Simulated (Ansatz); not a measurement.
Born–Oppenheimer molecular dynamics of a periodic cell of 17 atoms, Rh (surface Rh(100), adsorbate Rh). It starts from a partly relaxed structure (largest force component 0.06 eV/Å).

Theory: DFT LDA, scalar-relativistic, plane waves, PAW in Ansatz 0.2.0. Settings: accuracy low, cutoff 420 eV, k mesh 3x3x1, fermi-dirac smearing 0.1 eV, no spin polarisation.

- ensemble: NVT, Langevin thermostat
- time step: 3 fs
- steps asked: 150
- set temperature: 1200 K
- friction: 0.05 /fs
- atoms held: 1 to 4
- seed: 373048

Frames 6 fs apart, positions in Å, forces in eV/Å.

Velocities at 0 fs (Å/ps):

```
Rh 0.00 0.00 0.00
Rh 0.00 0.00 0.00
Rh 0.00 0.00 0.00
Rh 0.00 0.00 0.00
Rh -3.99 3.41 0.06
Rh -2.75 3.38 -0.60
Rh 4.87 -0.83 -3.00
Rh -5.79 -2.77 1.46
Rh 2.14 1.97 -4.24
Rh 1.80 -4.00 1.09
Rh -6.25 5.14 0.08
Rh -1.94 -1.27 1.01
Rh 0.14 -3.76 -5.56
Rh 1.63 -2.30 -0.30
Rh 4.67 -1.98 -1.30
Rh 3.78 -4.44 2.80
Rh 1.47 -3.17 1.16
```

```xyz
17
Lattice="5.3740 0.0000 0.0000 0.0000 5.3740 0.0000 0.0000 0.0000 18.7000" Properties=species:S:1:pos:R:3:forces:R:3 time_fs=0 energy_less_start_eV=0.000 T=1200
Rh 1.343 1.343 1.000 0.01 0.00 0.03
Rh 4.030 1.343 1.000 0.00 0.00 -0.07
Rh 1.343 4.030 1.000 0.00 0.00 -0.07
Rh 4.030 4.030 1.000 0.00 0.00 0.10
Rh -0.003 -0.003 2.753 -0.01 -0.01 0.00
Rh 2.691 -0.004 2.754 0.01 0.00 -0.01
Rh -0.003 2.690 2.753 -0.01 0.01 0.00
Rh 2.691 2.691 2.754 0.01 0.00 -0.01
Rh 1.345 1.343 4.629 0.01 0.00 0.05
Rh 4.031 1.343 4.636 0.01 0.00 -0.01
Rh 1.346 4.030 4.636 0.01 0.00 -0.02
Rh 4.032 4.030 4.636 0.00 0.00 0.02
Rh 0.024 0.017 6.432 -0.01 0.02 0.02
Rh 2.670 0.021 6.435 0.00 -0.01 0.00
Rh 0.024 2.670 6.432 -0.01 -0.02 0.02
Rh 2.670 2.666 6.436 0.00 0.01 0.00
Rh 4.032 4.030 8.019 0.00 0.00 -0.06
17
Lattice="5.3740 0.0000 0.0000 0.0000 5.3740 0.0000 0.0000 0.0000 18.7000" Properties=species:S:1:pos:R:3:forces:R:3 time_fs=6 energy_less_start_eV=0.079 T=1377
Rh 1.343 1.343 1.000 -0.08 -0.03 -0.15
Rh 4.030 1.343 1.000 -0.04 0.04 -0.05
Rh 1.343 4.030 1.000 -0.02 0.11 -0.08
Rh 4.030 4.030 1.000 -0.08 0.04 0.21
Rh -0.023 0.016 2.764 0.02 -0.23 -0.23
Rh 2.670 0.018 2.750 0.27 -0.41 -0.01
Rh 0.021 2.698 2.738 -0.45 0.02 0.17
Rh 2.658 2.672 2.757 0.52 0.38 -0.07
Rh 1.360 1.343 4.597 -0.06 0.08 0.51
Rh 4.033 1.336 4.648 0.01 0.15 -0.28
Rh 1.307 4.056 4.638 0.51 -0.35 -0.17
Rh 4.029 4.025 4.648 -0.12 -0.13 -0.28
Rh 0.029 0.007 6.392 -0.09 0.05 0.53
Rh 2.677 0.007 6.427 -0.06 0.05 0.11
Rh 0.053 2.654 6.421 -0.11 0.08 0.15
Rh 2.701 2.648 6.445 -0.22 0.08 -0.04
Rh 4.045 4.013 8.028 0.01 0.07 -0.30
17
Lattice="5.3740 0.0000 0.0000 0.0000 5.3740 0.0000 0.0000 0.0000 18.7000" Properties=species:S:1:pos:R:3:forces:R:3 time_fs=12 energy_less_start_eV=0.289 T=1371
Rh 1.343 1.343 1.000 -0.18 0.02 -0.38
Rh 4.030 1.343 1.000 0.01 0.10 -0.07
Rh 1.343 4.030 1.000 0.02 0.27 -0.12
Rh 4.030 4.030 1.000 -0.10 0.17 0.29
Rh -0.035 0.051 2.786 -0.07 -0.55 -0.60
Rh 2.642 0.054 2.736 0.60 -0.98 0.14
Rh 0.050 2.726 2.719 -0.82 -0.14 0.38
Rh 2.656 2.653 2.758 0.68 0.79 -0.14
Rh 1.366 1.345 4.581 -0.07 0.21 0.71
Rh 4.028 1.339 4.651 0.04 0.20 -0.42
Rh 1.269 4.075 4.640 1.07 -0.62 -0.49
Rh 4.029 4.009 4.653 -0.27 -0.08 -0.51
Rh 0.030 0.003 6.351 -0.29 0.09 1.10
Rh 2.672 0.001 6.402 0.03 0.01 0.33
Rh 0.088 2.639 6.413 -0.28 0.17 0.30
Rh 2.724 2.636 6.451 -0.33 0.18 0.01
Rh 4.066 3.989 8.030 -0.05 0.18 -0.52
17
Lattice="5.3740 0.0000 0.0000 0.0000 5.3740 0.0000 0.0000 0.0000 18.7000" Properties=species:S:1:pos:R:3:forces:R:3 time_fs=18 energy_less_start_eV=0.582 T=1239
Rh 1.343 1.343 1.000 -0.26 0.12 -0.65
Rh 4.030 1.343 1.000 0.05 0.16 -0.14
Rh 1.343 4.030 1.000 0.15 0.42 -0.23
Rh 4.030 4.030 1.000 -0.13 0.27 0.34
Rh -0.048 0.076 2.800 -0.08 -0.76 -0.86
Rh 2.609 0.094 2.723 0.98 -1.69 0.27
Rh 0.084 2.749 2.697 -1.20 -0.31 0.64
Rh 2.671 2.634 2.770 0.71 1.29 -0.38
Rh 1.385 1.359 4.567 -0.33 0.25 1.05
Rh 4.019 1.335 4.643 0.21 0.29 -0.37
Rh 1.242 4.089 4.631 1.52 -0.92 -0.65
Rh 4.045 3.994 4.646 -0.50 -0.13 -0.63
Rh 0.035 -0.010 6.316 -0.37 0.40 1.50
Rh 2.688 -0.020 6.368 -0.10 0.07 0.51
Rh 0.090 2.629 6.435 -0.07 0.03 -0.02
Rh 2.731 2.618 6.461 -0.46 0.19 -0.08
Rh 4.083 3.965 8.008 -0.12 0.32 -0.30
17
Lattice="5.3740 0.0000 0.0000 0.0000 5.3740 0.0000 0.0000 0.0000 18.7000" Properties=species:S:1:pos:R:3:forces:R:3 time_fs=24 energy_less_start_eV=0.943 T=1072
Rh 1.343 1.343 1.000 -0.37 0.22 -0.95
Rh 4.030 1.343 1.000 0.04 0.22 -0.18
Rh 1.343 4.030 1.000 0.26 0.60 -0.44
Rh 4.030 4.030 1.000 -0.19 0.38 0.32
Rh -0.053 0.095 2.806 -0.18 -0.86 -0.94
Rh 2.582 0.123 2.708 1.37 -2.17 0.46
Rh 0.100 2.771 2.671 -1.49 -0.49 1.02
Rh 2.665 2.635 2.774 0.95 1.57 -0.55
Rh 1.410 1.383 4.548 -0.72 0.24 1.48
Rh 4.012 1.334 4.646 0.34 0.41 -0.58
Rh 1.222 4.108 4.625 1.85 -1.29 -0.88
Rh 4.040 3.994 4.642 -0.53 -0.27 -0.85
Rh 0.042 -0.024 6.284 -0.45 0.89 1.89
Rh 2.703 -0.026 6.338 -0.32 0.09 0.75
Rh 0.051 2.627 6.458 0.45 -0.28 -0.47
Rh 2.734 2.608 6.468 -0.70 0.17 -0.19
Rh 4.104 3.956 7.984 -0.30 0.56 0.12
17
Lattice="5.3740 0.0000 0.0000 0.0000 5.3740 0.0000 0.0000 0.0000 18.7000" Properties=species:S:1:pos:R:3:forces:R:3 time_fs=30 energy_less_start_eV=1.290 T=1108
Rh 1.343 1.343 1.000 -0.51 0.30 -1.14
Rh 4.030 1.343 1.000 0.04 0.20 -0.13
Rh 1.343 4.030 1.000 0.27 0.74 -0.61
Rh 4.030 4.030 1.000 -0.23 0.50 0.27
Rh -0.048 0.103 2.824 -0.37 -0.75 -1.16
Rh 2.559 0.140 2.699 1.76 -2.36 0.53
Rh 0.098 2.783 2.656 -1.56 -0.63 1.26
Rh 2.653 2.655 2.771 1.16 1.53 -0.70
Rh 1.450 1.408 4.538 -1.29 0.17 1.85
Rh 3.996 1.348 4.645 0.69 0.31 -0.69
Rh 1.213 4.127 4.620 2.05 -1.70 -1.11
Rh 4.022 3.999 4.622 -0.36 -0.37 -0.85
Rh 0.051 -0.047 6.254 -0.68 1.39 2.28
Rh 2.722 -0.040 6.322 -0.50 0.25 0.89
Rh 0.023 2.618 6.478 0.82 -0.46 -0.86
Rh 2.746 2.609 6.472 -0.97 0.05 -0.24
Rh 4.108 3.943 7.974 -0.33 0.84 0.42
17
Lattice="5.3740 0.0000 0.0000 0.0000 5.3740 0.0000 0.0000 0.0000 18.7000" Properties=species:S:1:pos:R:3:forces:R:3 time_fs=36 energy_less_start_eV=1.640 T=859
Rh 1.343 1.343 1.000 -0.55 0.28 -1.21
Rh 4.030 1.343 1.000 0.04 0.14 -0.06
Rh 1.343 4.030 1.000 0.30 0.85 -0.73
Rh 4.030 4.030 1.000 -0.26 0.60 0.23
Rh -0.042 0.095 2.844 -0.48 -0.52 -1.43
Rh 2.547 0.151 2.702 2.00 -2.48 0.35
Rh 0.095 2.789 2.640 -1.55 -0.73 1.56
Rh 2.642 2.671 2.770 1.31 1.51 -0.90
Rh 1.493 1.423 4.528 -1.99 0.15 2.21
Rh 3.981 1.361 4.631 1.14 0.16 -0.53
Rh 1.220 4.157 4.626 2.11 -2.29 -1.50
Rh 4.007 4.004 4.602 -0.17 -0.48 -0.81
Rh 0.052 -0.078 6.238 -0.94 1.86 2.65
Rh 2.740 -0.065 6.315 -0.62 0.64 0.97
Rh 0.016 2.591 6.489 0.90 -0.45 -1.01
Rh 2.755 2.618 6.477 -1.13 -0.22 -0.41
Rh 4.090 3.928 7.968 -0.10 0.98 0.62
17
Lattice="5.3740 0.0000 0.0000 0.0000 5.3740 0.0000 0.0000 0.0000 18.7000" Properties=species:S:1:pos:R:3:forces:R:3 time_fs=42 energy_less_start_eV=1.829 T=1073
Rh 1.343 1.343 1.000 -0.58 0.24 -1.14
Rh 4.030 1.343 1.000 -0.04 0.11 -0.02
Rh 1.343 4.030 1.000 0.26 0.92 -0.75
Rh 4.030 4.030 1.000 -0.33 0.68 0.20
Rh -0.052 0.101 2.856 -0.27 -0.50 -1.51
Rh 2.542 0.151 2.713 2.00 -2.39 0.13
Rh 0.080 2.794 2.636 -1.40 -0.76 1.64
Rh 2.622 2.685 2.769 1.52 1.45 -1.01
Rh 1.521 1.446 4.528 -2.51 -0.03 2.37
Rh 3.982 1.377 4.615 1.27 0.01 -0.24
Rh 1.238 4.173 4.631 1.91 -2.52 -1.81
Rh 3.997 4.020 4.593 -0.09 -0.70 -0.88
Rh 0.047 -0.128 6.246 -0.98 2.29 2.70
Rh 2.739 -0.088 6.315 -0.61 1.04 1.00
Rh 0.013 2.551 6.487 0.90 -0.48 -0.98
Rh 2.755 2.615 6.489 -1.12 -0.39 -0.61
Rh 4.086 3.920 7.951 0.05 1.00 0.91
17
Lattice="5.3740 0.0000 0.0000 0.0000 5.3740 0.0000 0.0000 0.0000 18.7000" Properties=species:S:1:pos:R:3:forces:R:3 time_fs=48 energy_less_start_eV=1.950 T=1152
Rh 1.343 1.343 1.000 -0.60 0.26 -1.00
Rh 4.030 1.343 1.000 -0.14 0.19 0.04
Rh 1.343 4.030 1.000 0.21 1.08 -0.90
Rh 4.030 4.030 1.000 -0.39 0.76 0.17
Rh -0.070 0.121 2.855 0.12 -0.62 -1.46
Rh 2.542 0.150 2.732 1.97 -2.19 -0.21
Rh 0.076 2.819 2.645 -1.44 -1.00 1.54
Rh 2.586 2.720 2.761 1.99 1.06 -0.91
Rh 1.559 1.466 4.533 -2.96 -0.13 2.42
Rh 4.010 1.383 4.601 1.06 0.09 -0.03
Rh 1.254 4.182 4.625 1.52 -2.37 -1.65
Rh 3.996 4.037 4.588 -0.02 -0.87 -0.93
Rh 0.041 -0.162 6.270 -0.76 2.29 2.43
Rh 2.739 -0.106 6.312 -0.60 1.32 1.07
Rh 0.003 2.510 6.492 0.95 -0.42 -0.90
Rh 2.767 2.610 6.485 -1.06 -0.42 -0.64
Rh 4.080 3.912 7.953 0.17 0.96 0.95
17
Lattice="5.3740 0.0000 0.0000 0.0000 5.3740 0.0000 0.0000 0.0000 18.7000" Properties=species:S:1:pos:R:3:forces:R:3 time_fs=54 energy_less_start_eV=1.843 T=1288
Rh 1.343 1.343 1.000 -0.56 0.37 -0.94
Rh 4.030 1.343 1.000 -0.26 0.30 -0.03
Rh 1.343 4.030 1.000 0.12 1.12 -0.96
Rh 4.030 4.030 1.000 -0.47 0.79 0.07
Rh -0.084 0.138 2.838 0.52 -0.94 -1.29
Rh 2.544 0.150 2.737 1.90 -1.99 -0.34
Rh 0.060 2.826 2.651 -1.19 -1.02 1.41
Rh 2.566 2.761 2.767 2.15 0.57 -1.01
Rh 1.575 1.477 4.527 -2.94 -0.23 2.60
Rh 4.042 1.381 4.574 0.60 0.18 0.38
Rh 1.281 4.181 4.619 0.84 -1.90 -1.08
Rh 4.000 4.031 4.565 0.11 -0.60 -0.42
Rh 0.031 -0.169 6.310 -0.41 1.82 1.65
Rh 2.750 -0.119 6.326 -0.60 1.40 0.86
Rh -0.008 2.482 6.480 0.96 -0.21 -0.72
Rh 2.789 2.602 6.491 -1.01 -0.42 -0.74
Rh 4.079 3.909 7.989 0.26 0.77 0.56
17
Lattice="5.3740 0.0000 0.0000 0.0000 5.3740 0.0000 0.0000 0.0000 18.7000" Properties=species:S:1:pos:R:3:forces:R:3 time_fs=60 energy_less_start_eV=1.666 T=999
Rh 1.343 1.343 1.000 -0.54 0.53 -0.89
Rh 4.030 1.343 1.000 -0.36 0.41 -0.18
Rh 1.343 4.030 1.000 -0.08 1.03 -0.97
Rh 4.030 4.030 1.000 -0.50 0.81 -0.13
Rh -0.088 0.142 2.810 0.72 -1.08 -0.93
Rh 2.546 0.141 2.733 1.79 -1.69 -0.28
Rh 0.025 2.824 2.666 -0.55 -1.06 1.09
Rh 2.566 2.804 2.761 1.79 -0.15 -0.86
Rh 1.573 1.476 4.526 -2.71 -0.20 2.39
Rh 4.050 1.380 4.552 0.38 0.08 0.67
Rh 1.301 4.179 4.610 0.31 -1.54 -0.53
Rh 4.010 4.006 4.526 0.09 -0.05 0.44
Rh 0.009 -0.155 6.332 -0.15 1.29 1.06
Rh 2.751 -0.138 6.343 -0.52 1.36 0.54
Rh -0.010 2.461 6.471 0.82 0.11 -0.54
Rh 2.799 2.590 6.510 -0.89 -0.39 -0.84
Rh 4.061 3.917 8.032 0.40 0.54 -0.03
17
Lattice="5.3740 0.0000 0.0000 0.0000 5.3740 0.0000 0.0000 0.0000 18.7000" Properties=species:S:1:pos:R:3:forces:R:3 time_fs=66 energy_less_start_eV=1.600 T=1071
Rh 1.343 1.343 1.000 -0.58 0.67 -1.00
Rh 4.030 1.343 1.000 -0.37 0.49 -0.35
Rh 1.343 4.030 1.000 -0.30 0.91 -0.95
Rh 4.030 4.030 1.000 -0.41 0.81 -0.28
Rh -0.081 0.150 2.787 0.68 -1.25 -0.62
Rh 2.551 0.136 2.715 1.84 -1.62 -0.09
Rh -0.002 2.810 2.686 0.02 -0.95 0.60
Rh 2.579 2.825 2.743 1.42 -0.52 -0.55
Rh 1.554 1.458 4.505 -2.35 0.04 2.38
Rh 4.049 1.396 4.544 0.21 -0.23 0.65
Rh 1.321 4.183 4.604 0.06 -1.47 -0.32
Rh 4.045 3.981 4.496 -0.25 0.48 1.09
Rh -0.014 -0.131 6.330 0.06 0.92 0.85
Rh 2.746 -0.143 6.345 -0.40 1.25 0.37
Rh -0.014 2.443 6.473 0.75 0.33 -0.45
Rh 2.797 2.582 6.518 -0.83 -0.32 -0.90
Rh 4.052 3.922 8.054 0.44 0.45 -0.43
```

Of the whole run (450 fs, mean temperature of the second half 1323 K): The mean temperature of the second half is 10 % above the set value. A run of 0.45 ps of so small a system gives no equilibrium averages. Limits of this set-up: coarse k mesh, thin slab, slab without dipole correction, a typed lattice constant that wasn't relaxed here, low accuracy level.

Run time: 28 min on 4 threads of AMD EPYC 7B13 (Zen 3) (shared host), peak memory 2.2 GiB.
